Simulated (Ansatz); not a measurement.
## Pt: single point with PBE

Crystal: Pt.

```
Pt
1.0
     0.00000    1.96090    1.96090
     1.96090    0.00000    1.96090
     1.96090    1.96090    0.00000
Pt
1
Cartesian
  0.0000 0.0000 0.0000
```

| Quantity | Value |
| --- | --- |
| Program | Ansatz 0.2.0 |
| Task | single point |
| Functional | PBE |
| Potentials or basis | all-electron LAPW, scalar-relativistic |
| Cutoff | 270 eV (chosen from the basis error) |
| Basis error allowed | 0.001 eV/atom |
| k mesh | 12 × 12 × 12 |
| Occupations | gaussian, width 0.013 eV |
| Spin | no spin polarisation |

```json
{"Pressure": "10.2 GPa", "Band gap on the k mesh": "none (metal or under the smearing width)"}
```

Levels at points of the mesh, in eV from the Fermi level:
| k point | band 18 | band 19 | band 20 | band 21 | band 22 | band 23 | band 24 | band 25 |
| --- | --- | --- | --- | --- | --- | --- | --- | --- |
| (0.00, 0.00, 0.00) | -3.82 | -3.82 | -3.82 | -1.66 | -1.66 | 14.57 | 19.52 | 19.52 |
| (0.00, 0.00, -0.50) | -3.89 | -3.89 | -0.52 | 0.02 | 0.02 | 5.83 | 14.14 | 18.92 |
| (0.00, -0.50, -0.50) | -6.66 | -0.01 | 0.48 | 0.48 | 1.74 | 8.87 | 11.36 | 11.36 |

It took 9.5 s on 1 thread of Arm Neoverse V1, with other jobs on the host, peak memory 0.29 GiB.

Spin-orbit coupling is left out, which matters for the levels of Pt.
